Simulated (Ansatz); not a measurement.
**Li: molecular dynamics**

The plan is to heat the crystal hard, then quench it. Runs: 250 steps of 1 fs under a Langevin thermostat at 1300 K; 400 steps of 1 fs under a Langevin thermostat, set from 1040 K to 300 K by a schedule. The start is the crystal (bcc).

Method: DFT PBE+D3(BJ), plane waves, PAW, scalar-relativistic, no spin polarisation, in Ansatz 0.2.0.

## (1) The system as given

The cell holds 16 atoms (Li16): a = 6.980 Å, b = 6.980 Å, c = 6.980 Å, α = 90.00°, β = 90.00°, γ = 90.00°.

Structure file:

```
CELL_PARAMETERS angstrom
6.98000 0.00000 0.00000
0.00000 6.98000 0.00000
0.00000 0.00000 6.98000
ATOMIC_POSITIONS crystal
Li 0.00000 0.00000 0.00000
Li 0.50000 0.00000 0.00000
Li 0.00000 0.50000 0.00000
Li 0.00000 0.00000 0.50000
Li 0.25000 0.25000 0.25000
Li 0.50000 0.50000 0.00000
Li 0.50000 0.00000 0.50000
Li 0.75000 0.25000 0.25000
Li 0.00000 0.50000 0.50000
Li 0.25000 0.75000 0.25000
Li 0.25000 0.25000 0.75000
Li 0.50000 0.50000 0.50000
Li 0.75000 0.75000 0.25000
Li 0.75000 0.25000 0.75000
Li 0.25000 0.75000 0.75000
Li 0.75000 0.75000 0.75000
```

## (2) Run 1

250 steps of 1 fs under a Langevin thermostat at 1300 K.

Contents of input.yaml:

```yaml
accuracy: low
crystal:
  lattice:
    - [6.98, 0.0, 0.0]
    - [0.0, 6.98, 0.0]
    - [0.0, 0.0, 6.98]
  atoms:
    - { symbol: Li, position: [0.0, 0.0, 0.0] }
    - { symbol: Li, position: [0.5, 0.0, 0.0] }
    - { symbol: Li, position: [0.0, 0.5, 0.0] }
    - { symbol: Li, position: [0.0, 0.0, 0.5] }
    - { symbol: Li, position: [0.25, 0.25, 0.25] }
    - { symbol: Li, position: [0.5, 0.5, 0.0] }
    - { symbol: Li, position: [0.5, 0.0, 0.5] }
    - { symbol: Li, position: [0.75, 0.25, 0.25] }
    - { symbol: Li, position: [0.0, 0.5, 0.5] }
    - { symbol: Li, position: [0.25, 0.75, 0.25] }
    - { symbol: Li, position: [0.25, 0.25, 0.75] }
    - { symbol: Li, position: [0.5, 0.5, 0.5] }
    - { symbol: Li, position: [0.75, 0.75, 0.25] }
    - { symbol: Li, position: [0.75, 0.25, 0.75] }
    - { symbol: Li, position: [0.25, 0.75, 0.75] }
    - { symbol: Li, position: [0.75, 0.75, 0.75] }
basis:
  ecutwfc: 420.0
kpoints:
  mp_grid: { grid: [2, 2, 2] }
hamiltonian:
  xc: pbe
  dispersion: d3bj
scf:
  occupations: { method: fermi_dirac, width: 0.11 }
  lower_state_search: "off"
md:
  timestep: 1
  n_steps: 250
  ensemble: nvt_langevin
  temperature: 1300.0
  initial_velocities: maxwell_boltzmann
  seed: 544013
  friction: 0.02
```

On the command line:

```sh
> ansatz run input.yaml --threads 1 --pin off --max-ram 3072MiB --backend cpu --events-out ev --progress --plain --runs-dir out
```

Log, shortened:

```text
Warning: md: disabling space-group detection — thermal motion breaks the input geometry's symmetry, so no spatial operation reduces the k-mesh or symmetrises the density; time reversal is kept, so that k and −k are solved as one point where they differ and the mesh holds both, and exact [...]
Warning: RAYON_NUM_THREADS=1 ignored (pool sized by the plan → 1); use --threads N
[...]
Pseudopotentials: kind: paw
Pseudopotential: Li, paw, valence charge 3, recommended cutoff 420 eV (normal), Li.paw.azcp
Functional definition: PBE
[...]
Crystal: 16 atoms, lattice volume = 340.068 Å³
Basis set: ecut = 420 eV, 6667 PW (Γ), exchange–correlation on 96×96×96 points (8 copies of the dense FFT grid, shifted against one another)
Bands: 40, of which v1, the nominal top of the filled ones, is band 24 counted from 1 (23 counted from 0)
Symmetry: 1 space group operations
k-points: 8
[...]
SCF iter   1: F=—  HF=-3277.373912 eV  |F-HF|=—  |Δ(HF+E_count)|=         —  Δρ=1.77e-4  dr2=1.05e-4  ethr=1.77e-3  ⟨swp⟩=7.0  Hψ=1374  notcnv=0  defer=12
[...]
md step     0: t =     0.00 fs  T =  1218.8 K  F+E_penalty+E_count = -3277.37238958 eV  E_kin = 2.520570 eV  (6 SCF iters)
[...]
md step     9: t =     9.00 fs  T =  1216.0 K  F+E_penalty+E_count = -3277.06344902 eV  E_kin = 2.514927 eV  (5 SCF iters)
[...]
md step    18: t =    18.00 fs  T =  1043.3 K  F+E_penalty+E_count = -3276.31769561 eV  E_kin = 2.157726 eV  (5 SCF iters)
[...]
md step    27: t =    27.00 fs  T =   691.4 K  F+E_penalty+E_count = -3275.75655432 eV  E_kin = 1.429870 eV  (5 SCF iters)
[...]
md step    36: t =    36.00 fs  T =   824.1 K  F+E_penalty+E_count = -3275.65112728 eV  E_kin = 1.704365 eV  (5 SCF iters)
md step    37: t =    37.00 fs  T =   902.3 K  F+E_penalty+E_count = -3275.65894123 eV  E_kin = 1.866132 eV  (5 SCF iters)
```

## (3) The log goes on: dynamics from the start

The log, continued, shortened:

```text
md step    38: t =    38.00 fs  T =   967.1 K  F+E_penalty+E_count = -3275.67823845 eV  E_kin = 2.000069 eV  (5 SCF iters)
[...]
md step    61: t =    61.00 fs  T =  1121.0 K  F+E_penalty+E_count = -3275.22313560 eV  E_kin = 2.318349 eV  (5 SCF iters)
[...]
md step    84: t =    84.00 fs  T =  1577.3 K  F+E_penalty+E_count = -3275.11567540 eV  E_kin = 3.262070 eV  (5 SCF iters)
[...]
md step   107: t =   107.00 fs  T =  1611.4 K  F+E_penalty+E_count = -3274.98675844 eV  E_kin = 3.332593 eV  (5 SCF iters)
[...]
md step   249: t =   249.00 fs  T =  1359.1 K  F+E_penalty+E_count = -3275.01255165 eV  E_kin = 2.810751 eV  (5 SCF iters)
[...]
md step   250: t =   250.00 fs  T =  1336.9 K  F+E_penalty+E_count = -3275.03586548 eV  E_kin = 2.764964 eV  (6 SCF iters)
SCF converged after 6 iterations
Free energy (F): -3275.035865 eV
[...]
E sigma→0 (E₀):  -3274.868267 eV
Entropy (-TS):   -0.335197 eV (-20.950 meV/atom)
Fermi energy:    0.680927 eV
[...]
--- Forces (eV/Å), atoms counted from 1 ---
  atom   1  Li    -0.22925481     0.18040397    -0.29548928
  atom   2  Li    -0.27876663    -0.24180105    -0.36120442
  atom   3  Li     0.01598118    -0.07428368     0.48817698
  atom   4  Li    -0.16489780    -0.06621922     0.52064981
  atom   5  Li    -0.31350710    -0.04104640     0.25713718
  atom   6  Li    -0.07058712     0.50881391    -0.15140292
  atom   7  Li    -0.09641768     0.06380763     0.09588195
  atom   8  Li     0.25490608     0.04629532    -0.26966539
[...]
--- MD trajectory: 250 steps, t = 0.0 → 250.0 fs ---
  final state: T = 1336.9 K   F+E_penalty+E_count = -3275.03586548 eV   E_kin = 2.764964 eV
```

It took 15 min on 1 thread of Arm Neoverse V1, shared host; peak memory 0.48 GiB.

## (4) The trajectory

The trajectory, every 13 steps (energies from step 0); msd is the mean square displacement from the start, the centre of mass held:

| time (fs) | T (K) | potential energy change (meV/atom) | msd Li (Å²) |
| --- | --- | --- | --- |
| 0.0 | 1219 | 0.0 | 0.000 |
| 13.0 | 1087 | 37.4 | 0.069 |
| 26.0 | 750 | 98.9 | 0.204 |
| 39.0 | 1022 | 104.6 | 0.279 |
| 52.0 | 1227 | 111.8 | 0.317 |
| 65.0 | 1129 | 148.1 | 0.363 |
| 78.0 | 1424 | 147.6 | 0.384 |
| 91.0 | 1419 | 146.6 | 0.407 |
| 104.0 | 1826 | 146.9 | 0.484 |
| 117.0 | 1473 | 167.3 | 0.587 |
| 130.0 | 1417 | 174.7 | 0.656 |
| 143.0 | 1272 | 179.6 | 0.697 |
| 156.0 | 872 | 186.3 | 0.726 |
| 169.0 | 1152 | 148.2 | 0.690 |
| 182.0 | 1202 | 141.3 | 0.635 |
| 195.0 | 953 | 153.5 | 0.570 |
| 208.0 | 1134 | 137.2 | 0.472 |
| 221.0 | 1538 | 120.6 | 0.414 |
| 234.0 | 1017 | 143.3 | 0.442 |
| 247.0 | 1206 | 149.1 | 0.463 |
| 250.0 | 1337 | 146.0 | 0.469 |

time (fs), T (K) and a bar:
```
      0.0       1219 ##############
     11.0       1161 ############
     22.0        809 
     33.0        811 
     43.0        930 ####
     54.0       1289 #################
     65.0       1129 ###########
     76.0       1309 #################
     87.0       1548 ##########################
     98.0       1673 ##############################
    109.0       1351 ###################
    120.0       1445 ######################
    130.0       1417 #####################
    141.0       1337 ##################
    152.0        836 #
    163.0        999 #######
    174.0       1108 ##########
    185.0       1097 ##########
    196.0        894 ###
    207.0       1037 ########
    217.0       1470 #######################
    228.0       1393 ####################
    239.0        979 ######
    250.0       1337 ##################
```

Pair distribution over the second half of the run:

```csv
r (Å),g Li–Li
0.68,0.00
0.84,0.00
1.00,0.00
1.16,0.00
1.32,0.00
1.48,0.00
1.64,0.00
1.80,0.00
1.96,0.00
2.12,0.07
2.28,0.42
2.44,0.84
2.60,1.27
2.76,2.02
2.92,2.25
3.08,2.16
3.24,1.50
3.40,1.24
```

First peaks of g(r) (not always the tallest), and, where a minimum follows, the mean number of second-named atoms round a first-named one up to the next minimum:

```
 pair  peak (Å)  height  minimum (Å)  neighbours
Li–Li      3.00     2.3            -           -
```

Maxima of the velocity power spectrum (cm⁻¹, relative height; resolution about 270 cm⁻¹): 200 (100).

## (5) Snapshots as a file

Extended XYZ, with forces in eV/Å:

```xyz
16
Lattice="6.980 0.000 0.000 0.000 6.980 0.000 0.000 0.000 6.980" Properties=species:S:1:pos:R:3:forces:R:3 pbc="T T T" time_fs=42.0 T=874 dE=1.6335
Li    0.363    0.241   -0.337   -0.487   -0.273    0.308
Li    3.478   -0.247   -0.212   -0.346   -0.407    0.080
Li   -0.355    4.044   -0.126   -0.039   -0.426   -0.014
Li    0.102    0.402    3.571   -0.120   -0.460   -0.003
Li    1.995    1.895    1.340   -0.405    0.165    0.156
Li    3.642    3.307    0.164    0.128    0.442   -0.226
Li    2.523    0.286    3.136    0.850   -0.188    0.298
Li    5.223    1.262    1.878   -0.226    0.181   -0.325
Li   -0.147    2.893    3.590    0.039    0.535   -0.027
Li    1.482    5.172    1.669   -0.050   -0.039    0.028
Li    1.953    1.694    5.476   -0.183    0.529   -0.406
Li    3.571    3.622    3.466   -0.001   -0.367    0.041
Li    4.650    5.405    1.751    0.388    0.100    0.200
Li    4.601    1.489    5.382    0.647    0.171   -0.414
Li    1.588    4.963    4.772    0.144    0.155    0.321
Li    5.524    5.635    4.777   -0.340   -0.118   -0.015
16
Lattice="6.980 0.000 0.000 0.000 6.980 0.000 0.000 0.000 6.980" Properties=species:S:1:pos:R:3:forces:R:3 pbc="T T T" time_fs=83.0 T=1618 dE=2.2620
Li   -0.182    0.239   -0.523    0.055   -0.463    0.147
Li    3.325   -0.742   -0.633   -0.221    0.341    0.226
Li   -0.478    3.708   -0.747   -0.032    0.788    0.924
Li    0.024    0.001    3.195   -0.029    0.412    0.072
Li    2.018    1.848    1.425   -0.387   -0.062    0.063
Li    3.878    3.592   -0.028   -0.601    0.347   -0.311
Li    2.853    0.137    3.800    0.099    0.047   -0.120
Li    4.755    1.682    1.225    0.387   -0.472    0.417
Li   -0.447    3.367    3.314   -0.051   -0.443   -0.521
Li    1.759    4.984    2.094    0.037   -0.091   -0.653
Li    1.452    2.334    5.771    0.427   -0.836   -0.086
Li    3.209    2.838    3.764    0.366    0.392   -0.334
Li    4.766    5.370    1.769    0.133    0.059    0.019
Li    5.115    2.049    5.286   -0.244   -0.830   -0.389
Li    1.434    4.466    4.625    0.247    0.980    0.250
Li    5.162    5.447    4.444   -0.187   -0.170    0.297
16
Lattice="6.980 0.000 0.000 0.000 6.980 0.000 0.000 0.000 6.980" Properties=species:S:1:pos:R:3:forces:R:3 pbc="T T T" time_fs=125.0 T=1235 dE=2.8468
Li   -0.374   -0.250    0.199    0.482    0.262   -0.078
Li    3.470   -0.263   -0.515    0.024   -0.236   -0.101
Li   -0.685    4.502   -0.377    0.243   -0.689   -0.079
Li    0.123   -0.019    3.342   -0.092   -0.009   -0.138
Li    1.825    1.675    1.056    0.142   -0.226    0.480
Li    3.435    3.619   -0.112   -0.264   -0.302    0.903
Li    3.187    0.049    3.720    0.260   -0.240   -0.222
Li    4.886    1.166    1.169   -0.278    0.557    0.328
Li   -0.141    2.892    2.192   -0.097    0.281    0.255
Li    1.869    5.305    1.820    0.070   -0.075   -0.301
Li    1.256    1.333    5.638    0.512    0.026   -0.029
Li    3.055    2.439    4.005   -0.371   -0.074   -0.663
Li    5.027    5.341    2.229   -0.185   -0.245    0.012
Li    6.107    1.946    4.910   -0.887    0.185    0.074
Li    1.625    4.949    4.671   -0.530   -0.170    0.295
Li    4.145    4.207    4.878    0.971    0.954   -0.735
16
Lattice="6.980 0.000 0.000 0.000 6.980 0.000 0.000 0.000 6.980" Properties=species:S:1:pos:R:3:forces:R:3 pbc="T T T" time_fs=167.0 T=1156 dE=2.4691
Li   -0.150   -0.245    0.281   -0.955   -0.334   -0.256
Li    3.936   -0.434   -0.766   -0.152   -0.110    0.262
Li   -0.730    4.058   -0.210   -0.016   -0.227   -0.019
Li    0.076    0.311    2.994   -0.289   -0.372    0.487
Li    1.588    1.016    1.144    0.608    0.393   -0.125
Li    3.187    3.332    0.577    0.033    0.109   -0.290
Li    3.088   -0.454    3.107   -0.188    0.548    0.314
Li    4.574    1.224    1.220    0.259    0.027    0.350
Li    0.077    2.951    2.287   -0.608    0.396   -0.099
Li    1.821    5.388    1.254   -0.033   -0.352   -0.018
Li    1.517    0.937    5.686    0.264    0.411   -0.607
Li    2.204    2.376    3.153    0.829    0.221    0.654
Li    5.125    5.219    2.489    0.331   -0.209   -0.324
Li    5.504    1.579    5.159   -0.045    0.155   -0.225
Li    1.093    5.173    4.811   -0.178   -0.086   -0.085
Li    3.807    4.429    4.807    0.140   -0.570   -0.019
16
Lattice="6.980 0.000 0.000 0.000 6.980 0.000 0.000 0.000 6.980" Properties=species:S:1:pos:R:3:forces:R:3 pbc="T T T" time_fs=208.0 T=1134 dE=2.1945
Li   -0.494   -0.344   -0.108    0.645    0.128    0.186
Li    4.295   -0.415   -0.572   -1.051    0.083    0.118
Li   -0.505    3.782   -0.170    0.020   -0.419   -0.081
Li   -0.089    0.194    2.945    0.484    0.329   -0.028
Li    1.794    0.907    0.848   -0.006    0.353   -0.007
Li    3.622    3.298   -0.105   -0.281   -0.319    0.558
Li    2.835   -0.382    3.136    0.229    0.102    0.284
Li    4.841    1.460    1.616   -0.391   -0.093   -0.094
Li   -0.485    3.188    2.537    0.485   -0.106    0.319
Li    1.691    4.867    1.274   -0.072    0.229   -0.176
Li    1.627    1.820    4.850   -0.290   -0.260    0.493
Li    2.686    3.249    3.195    0.315    0.031   -0.417
Li    5.348    5.426    2.578   -0.571   -0.178   -0.471
Li    5.200    1.528    4.633   -0.110    0.143    0.121
Li    0.564    5.253    4.700    0.301   -0.187   -0.008
Li    4.348    4.469    5.018    0.291    0.163   -0.798
16
Lattice="6.980 0.000 0.000 0.000 6.980 0.000 0.000 0.000 6.980" Properties=species:S:1:pos:R:3:forces:R:3 pbc="T T T" time_fs=250.0 T=1337 dE=2.3365
Li    0.025   -0.071   -0.085   -0.229    0.180   -0.295
Li    4.195   -0.303   -0.200   -0.279   -0.242   -0.361
Li   -0.321    2.808   -0.581    0.016   -0.074    0.488
Li    0.359    0.226    2.629   -0.165   -0.066    0.521
Li    2.258    1.389    0.927   -0.314   -0.041    0.257
Li    3.918    2.887   -0.282   -0.071    0.509   -0.151
Li    3.030   -0.374    3.520   -0.096    0.064    0.096
Li    4.947    1.196    1.817    0.255    0.046   -0.270
Li    0.252    3.270    2.732   -0.511    0.017   -0.408
Li    1.611    5.058    1.203    0.267   -0.102   -0.166
Li    1.724    2.375    4.503    0.441   -0.375    0.285
Li    3.635    3.464    2.478   -0.900   -0.191    0.045
Li    4.980    5.249    2.250    0.820    0.474   -0.686
Li    4.729    2.038    4.123    0.415   -0.476    0.673
Li    0.877    5.030    5.073    0.558    0.131   -0.194
Li    5.294    4.721    4.740   -0.206    0.146    0.167
```

On run 1: Against a set 1300 K the second half averages 1146 K with a spread of 210 K (in equilibrium 16 atoms would scatter by about 265 K, over a far longer run). Counted from the crystal's sites, with the common drift removed, the atoms stand 0.67 Å away over the last tenth of the run (root mean square), 22 % of the neighbour distance: near the range, 10 to 20 % and a little above, in which crystals usually melt.

## (6) Run 2

400 steps of 1 fs under a Langevin thermostat, set from 1040 K to 300 K by a schedule, starting from the last frame of an earlier run, with new velocities.

Contents of input.yaml:

```yaml
accuracy: low
crystal:
  lattice:
    - [6.98, 0.0, 0.0]
    - [0.0, 6.98, 0.0]
    - [0.0, 0.0, 6.98]
  atoms:
    - { symbol: Li, position: [0.00361064, -0.01015969, -0.01212439] }
    - { symbol: Li, position: [0.60097735, -0.04340842, -0.02867671] }
    - { symbol: Li, position: [-0.04603668, 0.40228854, -0.08329028] }
    - { symbol: Li, position: [0.05144986, 0.03236489, 0.37667967] }
    - { symbol: Li, position: [0.32352352, 0.19896046, 0.13276026] }
    - { symbol: Li, position: [0.561385, 0.41365453, -0.04036894] }
    - { symbol: Li, position: [0.43402965, -0.05359145, 0.50428453] }
    - { symbol: Li, position: [0.70881614, 0.17134975, 0.26023772] }
    - { symbol: Li, position: [0.03614076, 0.46851328, 0.39148215] }
    - { symbol: Li, position: [0.23087489, 0.72458709, 0.17232941] }
    - { symbol: Li, position: [0.24700765, 0.34028102, 0.64520055] }
    - { symbol: Li, position: [0.52083204, 0.49627693, 0.35498994] }
    - { symbol: Li, position: [0.71349147, 0.75205801, 0.32229981] }
    - { symbol: Li, position: [0.67757957, 0.29205291, 0.5907287] }
    - { symbol: Li, position: [0.12568097, 0.72066334, 0.72682817] }
    - { symbol: Li, position: [0.75843157, 0.67641207, 0.67909192] }
basis:
  ecutwfc: 420.0
kpoints:
  mp_grid: { grid: [2, 2, 2] }
hamiltonian:
  xc: pbe
  dispersion: d3bj
scf:
  occupations: { method: fermi_dirac, width: 0.11 }
  lower_state_search: "off"
md:
  timestep: 1
  n_steps: 400
  ensemble: nvt_langevin
  temperature: 1040.0
  initial_velocities: maxwell_boltzmann
  seed: 852312
  friction: 0.02
  temperature_schedule:
    - { n_steps: 300, end_temperature: 300.0 }
    - { n_steps: 100, end_temperature: 300.0 }
```

On the command line:

```sh
> ansatz run input.yaml --threads 1 --pin off --max-ram 3072MiB --backend cpu --events-out ev --progress --plain --runs-dir out
```

Log, shortened:

```text
Warning: md: disabling space-group detection — thermal motion breaks the input geometry's symmetry, so no spatial operation reduces the k-mesh or symmetrises the density; time reversal is kept, so that k and −k are solved as one point where they differ and the mesh holds both, and exact [...]
Warning: RAYON_NUM_THREADS=1 ignored (pool sized by the plan → 1); use --threads N
[...]
[... 3 set-up lines as earlier in the session ...]
[...]
Crystal: 16 atoms, lattice volume = 340.068 Å³
Basis set: ecut = 420 eV, 6667 PW (Γ), exchange–correlation on 96×96×96 points (8 copies of the dense FFT grid, shifted against one another)
Bands: 40, of which v1, the nominal top of the filled ones, is band 24 counted from 1 (23 counted from 0)
[... 1 set-up line as earlier in the session ...]
k-points: 8
[...]
SCF iter   1: F=—  HF=-3275.045211 eV  |F-HF|=—  |Δ(HF+E_count)|=         —  Δρ=1.65e-3  dr2=6.22e-2  ethr=1.77e-3  ⟨swp⟩=13.2  Hψ=2023  notcnv=0  defer=4
[...]
md step     0: t =     0.00 fs  T =   975.0 K (target 1040.0 K)  F+E_penalty+E_count = -3275.03586544 eV  E_kin = 2.016456 eV  (7 SCF iters)
[...]
md step    10: t =    10.00 fs  T =  1051.5 K (target 1016.6 K)  F+E_penalty+E_count = -3274.98805857 eV  E_kin = 2.174668 eV  (6 SCF iters)
[...]
md step    20: t =    20.00 fs  T =  1197.1 K (target 991.9 K)  F+E_penalty+E_count = -3275.07703202 eV  E_kin = 2.475759 eV  (6 SCF iters)
[...]
md step    30: t =    30.00 fs  T =  1088.2 K (target 967.2 K)  F+E_penalty+E_count = -3274.93709883 eV  E_kin = 2.250628 eV  (6 SCF iters)
[...]
md step    39: t =    39.00 fs  T =   671.0 K (target 945.0 K)  F+E_penalty+E_count = -3274.69940715 eV  E_kin = 1.387791 eV  (5 SCF iters)
md step    40: t =    40.00 fs  T =   590.7 K (target 942.6 K)  F+E_penalty+E_count = -3274.69852905 eV  E_kin = 1.221697 eV  (6 SCF iters)
```

## (7) More of the same log: dynamics from the last frame of the run before

The log, continued, shortened:

```text
md step    41: t =    41.00 fs  T =   536.8 K (target 940.1 K)  F+E_penalty+E_count = -3274.70612417 eV  E_kin = 1.110128 eV  (5 SCF iters)
[...]
md step    62: t =    62.00 fs  T =  1096.6 K (target 888.3 K)  F+E_penalty+E_count = -3275.46315279 eV  E_kin = 2.268019 eV  (5 SCF iters)
[...]
md step    83: t =    83.00 fs  T =   663.1 K (target 836.5 K)  F+E_penalty+E_count = -3275.06571667 eV  E_kin = 1.371452 eV  (4 SCF iters)
[...]
md step   104: t =   104.00 fs  T =   876.8 K (target 784.7 K)  F+E_penalty+E_count = -3275.08301193 eV  E_kin = 1.813373 eV  (5 SCF iters)
[...]
md step   399: t =   399.00 fs  T =   319.5 K (target 300.0 K)  F+E_penalty+E_count = -3276.58924408 eV  E_kin = 0.660869 eV  (5 SCF iters)
[...]
md step   400: t =   400.00 fs  T =   309.5 K (target 300.0 K)  F+E_penalty+E_count = -3276.58095535 eV  E_kin = 0.640139 eV  (5 SCF iters)
SCF converged after 5 iterations
Free energy (F): -3276.580955 eV
[...]
E sigma→0 (E₀):  -3276.404166 eV
Entropy (-TS):   -0.353579 eV (-22.099 meV/atom)
Fermi energy:    0.690613 eV
[...]
--- Forces (eV/Å), atoms counted from 1 ---
  atom   1  Li    -0.14592513    -0.24712197     0.00982832
  atom   2  Li    -0.28670432     0.13611117    -0.01965386
  atom   3  Li    -0.07186695     0.15786019    -0.42818970
  atom   4  Li     0.35233412    -0.13834097    -0.02324927
  atom   5  Li    -0.10343680    -0.12366340    -0.01314823
  atom   6  Li     0.07397204    -0.08269110    -0.17605098
  atom   7  Li     0.01210625     0.08973689     0.02210444
  atom   8  Li    -0.15470332     0.03611868     0.18328730
[...]
--- MD trajectory: 400 steps, t = 0.0 → 400.0 fs ---
  final state: T = 309.5 K   F+E_penalty+E_count = -3276.58095535 eV   E_kin = 0.640139 eV
```

Run time: 23 min. Hardware: 1 thread of Arm Neoverse V1, shared host; peak memory 0.49 GiB.

(Part 1 of 2 ends here.)
